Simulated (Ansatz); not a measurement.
This is a field-response calculation (clamped ions) with the plane-wave code Ansatz on a 6-atom cell of MoS₂ started from a crystallographic database; the level of theory is r2SCAN. Cell and atoms come from a relaxation with r2SCAN+rVV10.

```yaml
crystal:
  lattice:
    - [3.1730194928, 0.0, 0.0]
    - [-1.5865097464, 2.7479154875, 0.0]
    - [0.0, 0.0, 12.4359059508]
  atoms:
    - { symbol: Mo, position: [0.3333333333, 0.6666666667, 0.25] }
    - { symbol: Mo, position: [0.6666666667, 0.3333333333, 0.75] }
    - { symbol: S, position: [0.3333333333, 0.6666666667, 0.6249005412] }
    - { symbol: S, position: [0.6666666667, 0.3333333333, 0.1249005412] }
    - { symbol: S, position: [0.3333333333, 0.6666666667, 0.8750994588] }
    - { symbol: S, position: [0.6666666667, 0.3333333333, 0.3750994588] }
kpoints:
  mp_grid: { grid: [9, 9, 2] }
hamiltonian:
  xc: r2scan
scf:
  occupations: { method: fixed }
dielectric: {}
```

In the abridged output below, numbers in square brackets stand for lines, or ends of lines, that were taken out.
```
Pseudopotential: Mo, paw, valence charge 14, recommended cutoff 500 eV (meta_gga)
Pseudopotential: S, paw, valence charge 6, recommended cutoff 500 eV (meta_gga)
Functional definition: r2SCAN
Crystal: 6 atoms, lattice volume = 108.431 Å³
Basis set: ecut = 500 eV, 2763 PW (Γ)
[1]
Symmetry: 24 space group operations
k-points: 50 of 162 (irreducible under 2 space group operations, time reversal used)
SCF 1 converged in 9 iterations: F = -13564.301313 eV  dr2 = 2.57e-11
SCF 1 converged in 5 iterations: F = -13564.214052 eV  dr2 = 1.76e-9
Free energy (F): -13564.301313 eV
Fermi energy:    10.599217 eV
--- Dielectric response (ions clamped): 3 representative field directions + reference, inside a basis on a mesh of 200 k-points ---
  ε∞ (high-frequency dielectric tensor):
       14.699275     0.000000     0.000000
        0.000000    14.699275     0.000000
        0.000000     0.000000     5.764000
  Born effective charges Z* (e; rows j = field, columns β = displacement):
    site 0:
[2]
    site 1:
[3]
    site 2:
[4]
    site 3:
[5]
    site 4:
[6]
    site 5:
[7]
  ε∞ is read to err by 8.6e-2, Z* by 2.1e-2 e
```

Task: Fill in the blanks. They hold the Born charges, the band count.

Result:
```
[1]
Bands: 32, of which v1, the nominal top of the filled ones, is band 26 counted from 1 (25 counted from 0)
[2]
        -0.87567    0.00000    0.00000
         0.00000   -0.87567    0.00000
         0.00000    0.00000   -0.50381
[3]
        -0.87567    0.00000    0.00000
         0.00000   -0.87567    0.00000
         0.00000    0.00000   -0.50381
[4]
         0.43783    0.00000    0.00000
         0.00000    0.43783    0.00000
         0.00000    0.00000    0.25190
[5]
         0.43783    0.00000    0.00000
         0.00000    0.43783    0.00000
         0.00000    0.00000    0.25190
[6]
         0.43783    0.00000    0.00000
         0.00000    0.43783    0.00000
         0.00000    0.00000    0.25190
[7]
         0.43783    0.00000    0.00000
         0.00000    0.43783    0.00000
         0.00000    0.00000    0.25190
```

Run as `ansatz run input.yaml --threads 2 --pin off --max-ram 29491MiB --backend cpu --events-out ev --progress --plain --runs-dir out`. Wall time 2.1 min on 2 threads of AMD EPYC 7R13 Processor (Zen 3), on a shared host; peak host memory 1.9 GiB.

No spin polarisation and no zero-point or thermal motion.
